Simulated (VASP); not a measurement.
Output of a VASP run:

File OSZICAR:
```
       N       E                     dE             d eps       ncg     rms          rms(c)
DAV:   1     0.164619056875E+03    0.16462E+03   -0.13296E+04   512   0.140E+03
DAV:   2    -0.835888287477E+01   -0.17298E+03   -0.17211E+03   648   0.297E+02
DAV:   3    -0.145211652039E+02   -0.61623E+01   -0.61555E+01   696   0.645E+01
DAV:   4    -0.146011917684E+02   -0.80027E-01   -0.80011E-01   640   0.631E+00
DAV:   5    -0.146040117952E+02   -0.28200E-02   -0.28200E-02   720   0.750E-01    0.979E+00
DAV:   6    -0.121211355016E+02    0.24829E+01   -0.13296E+01   512   0.307E+01    0.435E+00
DAV:   7    -0.121036038895E+02    0.17532E-01   -0.75226E-01   624   0.780E+00    0.231E+00
DAV:   8    -0.120434393610E+02    0.60165E-01   -0.16939E-01   536   0.447E+00    0.455E-01
DAV:   9    -0.120368187692E+02    0.66206E-02   -0.27555E-02   592   0.120E+00    0.133E-01
DAV:  10    -0.120351367521E+02    0.16820E-02   -0.55542E-03   512   0.590E-01    0.873E-02
DAV:  11    -0.120349478935E+02    0.18886E-03   -0.12329E-03   664   0.259E-01    0.170E-02
DAV:  12    -0.120349453825E+02    0.25111E-05   -0.28305E-05   576   0.490E-02    0.120E-02
DAV:  13    -0.120349430136E+02    0.23689E-05   -0.12713E-05   616   0.239E-02    0.111E-03
DAV:  14    -0.120349430784E+02   -0.64800E-07   -0.60006E-07   584   0.610E-03
   1 F= -.12034943E+02 E0= -.12034943E+02  d E =-.138730E-10
```

### OUTCAR
```
------------------------ aborting loop because EDIFF is reached ----------------------------------------
  FORCE on cell =-STRESS in cart. coord.  units (eV):
  Direction    XX          YY          ZZ          XY          YZ          ZX
  --------------------------------------------------------------------------------------
  Total        1.4593950      1.4593950      1.4593950     -0.0000000      0.0000000      0.0000000
  in kB       38.8455586     38.8455586     38.8455586     -0.0000000      0.0000000      0.0000000
  external PRESSURE =      38.8455586 kB  Pullay stress =       0.0000000 kB
  volume of cell :       60.19
      direct lattice vectors                 reciprocal lattice vectors
     0.000000000  3.110551201  3.110551201    -0.160743215  0.160743215  0.160743215
     3.110551201  0.000000000  3.110551201     0.160743215 -0.160743215  0.160743215
     3.110551201  3.110551201  0.000000000     0.160743215  0.160743215 -0.160743215
 POSITION                                       TOTAL-FORCE (eV/Angst)
 -----------------------------------------------------------------------------------
      0.00000      0.00000      0.00000        -0.000000      0.000000      0.000000
      1.55528      1.55528      1.55528        -0.000000     -0.000000     -0.000000
      4.66583      4.66583      4.66583         0.000000      0.000000      0.000000
 -----------------------------------------------------------------------------------
    total drift:                                0.000000      0.000000      0.000000
  FREE ENERGIE OF THE ION-ELECTRON SYSTEM (eV)
  ---------------------------------------------------
  free  energy   TOTEN  =       -12.0349430784 eV

  energy  without entropy=      -12.0349430784  energy(sigma->0) =      -12.03494308
```
(Selected blocks of OUTCAR.)

### POSCAR
```
BaF2
1
    0.0000000000     3.1105512013     3.1105512013
    3.1105512013     0.0000000000     3.1105512013
    3.1105512013     3.1105512013     0.0000000000
Ba F
1 2
Direct
  0.0000000000   1.0000000000   0.0000000000
  0.2500000000   0.2500000000   0.2500000000
  0.7500000000   0.7500000000   0.7500000000
```

Reconstruct the remaining input files.

Several could match; the one computed here: the input of the run itself, vdW-DF2, plane waves, VASP's PBE PAW potentials (set 64).

### INCAR
```
# general
SYSTEM    =  BaF2
PREC      =  Accurate
ENCUT     =  520
LREAL     =  .FALSE.
LASPH     =  .TRUE.

# electronic loop
EDIFF     =  1E-7   # SCF stop (eV)
NELM      =  100   # most electronic steps
ALGO      =  Normal   # blocked Davidson
LMAXMIX   =  4

# smearing
ISMEAR    =  0
SIGMA     =  0.05

# functional
GGA       =  ML
LUSE_VDW  =  .TRUE.
AGGAC     =  0.0
ZAB_VDW   =  -1.8867

# ions
ISIF      =  2   # forces and stress, cell fixed

# output
LWAVE     =  .FALSE.
LCHARG    =  .FALSE.
```

**KPOINTS**
```
K-points
0
G
  6 6 6
```

POTCAR, in this order: Ba_sv F (PBE.64 set). Program: vasp_std.

The compound is BaF2 in the fluorite structure. This cell is one point of a volume scan, at 0.94 of the reference volume.
